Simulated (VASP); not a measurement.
A calculation with VASP 6.6.1 of In (native input, structure from a POSCAR):

File INCAR:

```
PREC = Accurate
ENCUT = 520
EDIFF = 1E-7
ISMEAR = 0
SIGMA = 0.1
LREAL = F
LASPH = T
NELM = 60
ALGO = Normal
ISIF = 2
LWAVE = F
LCHARG = F
GGA = PE
```

KPOINTS

```
regular mesh
0
Gamma
  10 10 10
```

POSCAR

```
In
1.0
   -1.8825252400      1.8825252400      1.8825252400
    1.8825252400     -1.8825252400      1.8825252400
    1.8825252400      1.8825252400     -1.8825252400
In
1
Direct
    0.0000000000      0.0000000000      0.0000000000
```

Potentials or basis: VASP PAW PBE potentials, release 54 (In_d).

Run with:

```console
$ cat potpaw_PBE.54/In_d/POTCAR > POTCAR
$ mpirun -np 1 vasp_std > vasp.out
```

This isn't the form of In at room conditions, which is tetragonal.

Task: Write the same calculation in another form: ASE script, structure typed inline.

Result: As run:

File run.py:

```python
from ase import Atoms
from ase.calculators.vasp import Vasp
from ase.dft.bandgap import bandgap

atoms = Atoms(
    ['In'],
    cell=[[-1.88252524, 1.88252524, 1.88252524], [1.88252524, -1.88252524, 1.88252524], [1.88252524, 1.88252524, -1.88252524]],
    scaled_positions=[[0.0, 0.0, 0.0]],
    pbc=True,
)
calc = Vasp(
    directory='calc',
    xc='pbe',
    pp='PBE',
    setups='recommended',
    pp_version='54',
    prec='Accurate',
    encut=520,
    ediff=1e-06,
    ismear=0,
    sigma=0.1,
    lreal=False,
    lasph=True,
    nelm=60,
    algo='Normal',
    isif=2,
    lwave=False,
    lcharg=True,
    lelf=True,
    lvhar=True,
    kpts=[10, 10, 10],
    gamma=True,
    nbands=12,
)
atoms.calc = calc

print('energy (eV):', atoms.get_potential_energy())
print('free energy (eV):', atoms.get_potential_energy(force_consistent=True))
print('forces (eV/A):')
print(atoms.get_forces())
print('stress (eV/A^3, Voigt):', atoms.get_stress())
print('Fermi level (eV):', calc.get_fermi_level())
gap, top, bottom = bandgap(calc)
print('band gap (eV):', gap, 'from (spin, k, band)', top, 'to', bottom)
```

Potentials or basis: VASP PAW PBE potentials, release 54 (In_d).

Launch:

```console
$ python run.py
```

Both were run:

|  | native input, structure from a POSCAR | ASE script, structure typed inline |
| --- | --- | --- |
| Pressure | 1.5 GPa | 1.5 GPa |
| Band gap on the k mesh | none (metal or under the smearing width) | none (metal or under the smearing width) |

Keys that steer only the numerical path or the files written may differ.
